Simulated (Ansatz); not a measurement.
# NbN: one input, then a changed one

The geometry is COD entry 1538667, unchecked; take it as a test cell.

First run: DFT, LDA, all-electron LAPW, scalar-relativistic (Ansatz 0.2.0).

Command: `ansatz run input.yaml --threads 1 --pin off --max-ram 2048MiB --backend cpu --events-out ev --progress --plain --runs-dir out` The run took 30 s on 1 thread of Arm Neoverse V1, with other jobs on the host, peak memory 0.47 GiB.

```yaml
crystal:
  lattice:
    - [0.0, 2.1945, 2.1945]
    - [2.1945, 0.0, 2.1945]
    - [2.1945, 2.1945, 0.0]
  atoms:
    - { symbol: Nb, position: [0.5, 0.5, 0.5] }
    - { symbol: "N", position: [0.0, 0.0, 0.0] }
kpoints:
  mp_grid: { grid: [13, 13, 13] }
  band_path:
    path:
      - [0.0, 0.0, 0.0]
      - [0.5, 0.0, 0.5]
      - [0.625, 0.25, 0.625]
      - [0.375, 0.375, 0.75]
      - [0.0, 0.0, 0.0]
      - [0.5, 0.5, 0.5]
      - [0.5, 0.25, 0.75]
      - [0.5, 0.0, 0.5]
    npoints: 5
scf:
  occupations: { method: fermi_dirac, width: 0.08 }
hamiltonian:
  xc: lda
  pseudopotentials: { kind: all_electron, lapw: { basis_error: 0.00025 } }
output:
  forces: true
  stress: true
  eigenvalues: true
```

Result: converged; pressure -7.66 GPa; no gap on the k mesh; 9 SCF iterations.

The input is then changed:

```diff
@@ -5,8 +5,8 @@
     - [2.1945, 2.1945, 0.0]
   atoms:
-    - { symbol: Nb, position: [0.5, 0.5, 0.5] }
-    - { symbol: "N", position: [0.0, 0.0, 0.0] }
+    - { symbol: Nb, position: [0.5, 0.5, 0.5], spin: -2.0 }
+    - { symbol: "N", position: [0.0, 0.0, 0.0], spin: 4.0 }
 kpoints:
-  mp_grid: { grid: [13, 13, 13] }
+  mp_grid: { grid: [9, 9, 9] }
   band_path:
     path:
@@ -29,3 +29,7 @@
   stress: true
   eigenvalues: true
+magnetization:
+  spin_polarized: true
+basis:
+  xc_grid: 1
```

Question: What does the second run give?

Answer: It converged; pressure -7.58 GPa; moment 0.00 μB; 12 SCF iterations. Some of these settings are too coarse for converged properties.
